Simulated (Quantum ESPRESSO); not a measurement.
Runs of Quantum ESPRESSO 7.5 on Cu. The structure is tetragonal, space group I4/mmm (No. 139). Conventional cell: a = 2.886 Å, b = 2.886 Å, c = 2.752 Å, α = 90.00°, β = 90.00°, γ = 90.00°. Around Cu (site symmetry 4/mmm) lie 10 Cu at 2.46 to 2.75 Å. This isn't the form of Cu at room conditions, which is fcc.

| task | level | potentials or basis | k mesh | cutoff (eV) | symmetry | SCF threshold | mesh quality | gap on the mesh (eV) | pressure (GPa) | V0 of scaled cells (Å³/atom) | B0 (GPa) |
| --- | --- | --- | --- | --- | --- | --- | --- | --- | --- | --- | --- |
| equation of state | r2SCAN | SG15 PBE 1.2 | 8 × 8 × 8 | 1197 | off | 1e-08 Ry | coarse | - | - | 11.58 | 153 |
| single point | PBEsol | GBRV 1.5 PBEsol | 13 × 13 × 13 | 762 | - | 2e-10 Ry | not flagged | none | -1.3 | - | - |
| band structure | PBEsol | GBRV 1.5 PBEsol | 13 × 13 × 13 | 762 | - | 2e-10 Ry | not flagged | none | -1.3 | - | - |
| equation of state | PBEsol | GBRV 1.5 PBEsol | 13 × 13 × 13 | 762 | - | 2e-10 Ry | not flagged | - | - | 11.40 | (a) |

Alike in all rows: no spin polarisation; cell as given; smearing fermi-dirac 0.05 eV.

Problem. Fill in the values left out.

Solution. (a) 165.

Caveats: some runs use coarse meshes; the cell was scaled at fixed shape and fractional positions, which overstates the stiffness of a crystal with free parameters, most of all of layers and chains (some runs); the potentials were made for another functional, which shifts forces and pressure (some runs).

A gap of «none» marks a metal or a gap under the smearing width.
